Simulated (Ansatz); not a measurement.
# AlAs: the cost of one run

Computed with Ansatz 0.2.0 (DFT PBE, scalar-relativistic, plane waves, PAW, unless a step's input says otherwise).

3 further runs of the same task are left out: 3 set aside as unsound or not needed.

## Step 1: The starting structure

It takes space group F-43m (No. 216, cubic). Conventional cell: a = 5.728 Å, b = 5.728 Å, c = 5.728 Å, α = 90.00°, β = 90.00°, γ = 90.00°. Al (site symmetry -43m) is surrounded by 4 As at 2.48 Å. Around As (site symmetry -43m) lie 4 Al at 2.48 Å.

Structure file:

```
Al As
1.0
     0.00000    2.86396    2.86396
     2.86396    0.00000    2.86396
     2.86396    2.86396    0.00000
Al As
1 1
Direct
  0.00000 0.00000 0.00000
  0.75000 0.75000 0.75000
```

It goes back to an entry of the Materials Project.

This cell was relaxed beforehand with the same method: volume 23.49 Å³/atom, gap on the mesh 1.50 eV.

The host's static dielectric tensor, from an earlier linear-response run, has a mean of 11.56.

## Step 2: Host supercell without the defect

Contents of input.yaml:

```yaml
crystal:
  lattice:
    - [0.0, 5.727912321, -5.727912321]
    - [5.727912321, 5.727912321, 0.0]
    - [5.727912321, 0.0, -5.727912321]
  atoms:
    - { symbol: Al, position: [0.0, 0.0, 0.5] }
    - { symbol: Al, position: [0.0, 0.5, 0.5] }
    - { symbol: Al, position: [0.5, 0.0, 0.5] }
    - { symbol: Al, position: [0.5, 0.5, 0.5] }
    - { symbol: Al, position: [0.0, 0.0, 1.0] }
    - { symbol: Al, position: [0.0, 0.5, 1.0] }
    - { symbol: Al, position: [0.5, 0.0, 1.0] }
    - { symbol: Al, position: [0.5, 0.5, 1.0] }
    - { symbol: As, position: [0.125, 0.125, 0.125] }
    - { symbol: As, position: [0.125, 0.625, 0.125] }
    - { symbol: As, position: [0.625, 0.125, 0.125] }
    - { symbol: As, position: [0.625, 0.625, 0.125] }
    - { symbol: As, position: [0.125, 0.125, 0.625] }
    - { symbol: As, position: [0.125, 0.625, 0.625] }
    - { symbol: As, position: [0.625, 0.125, 0.625] }
    - { symbol: As, position: [0.625, 0.625, 0.625] }
basis:
  ecutwfc: 420
  xc_grid: 2
kpoints:
  mp_grid: { grid: [2, 2, 2], shift: [0.0, 0.0, 0.0] }
hamiltonian:
  xc: pbe
scf:
  occupations: { method: gaussian, width: 0.01 }
output:
  forces: true
  stress: true
  eigenvalues: true
```

Run with:

```bash
ansatz run input.yaml --threads 4 --pin off --max-ram 8192MiB --backend cpu --events-out ev --progress --plain --runs-dir out
```

What time and memory should one allow on 4 threads of Intel Xeon Platinum 8488C (Sapphire Rapids), shared host?

About 1.2 s, with a peak of 0.83 GiB.
